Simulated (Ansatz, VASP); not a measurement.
**AlP: VASP beside Ansatz**

```
Al P
1.0
     0.00000    2.71685    2.71685
     2.71685    0.00000    2.71685
     2.71685    2.71685    0.00000
Al P
1 1
Direct
  0.00000 0.00000 0.00000
  0.25000 0.25000 0.25000
```

Alike in both runs: task single point; functional LDA; k mesh 10 × 10 × 10; occupations gaussian, width 0.02 eV; no spin polarisation.

|  | VASP | Ansatz |
| --- | --- | --- |
| version | VASP 6.6.1 | Ansatz 0.2.0 |
| potentials or method | VASP PAW LDA potentials, release 64 (Al, P) | scalar-relativistic, plane waves, PAW |
| plane-wave cutoff (eV) | 520 | 420 |
| valence electrons in the cell | 8 | 8 |

VASP gave:

```
gap on the k mesh at the Fermi level (eV) : 1.41
least direct gap on the mesh (eV)         : 3.24
pressure (GPa)                            : 0.1
```

Question: What did Ansatz give for the same quantities?

Answer: gap on the k mesh at the Fermi level (eV): 1.42; least direct gap on the mesh (eV): 3.23; pressure (GPa): 0.0.

Ansatz warned: «pseudo_functional_mismatch».

A k mesh can miss the band edges.
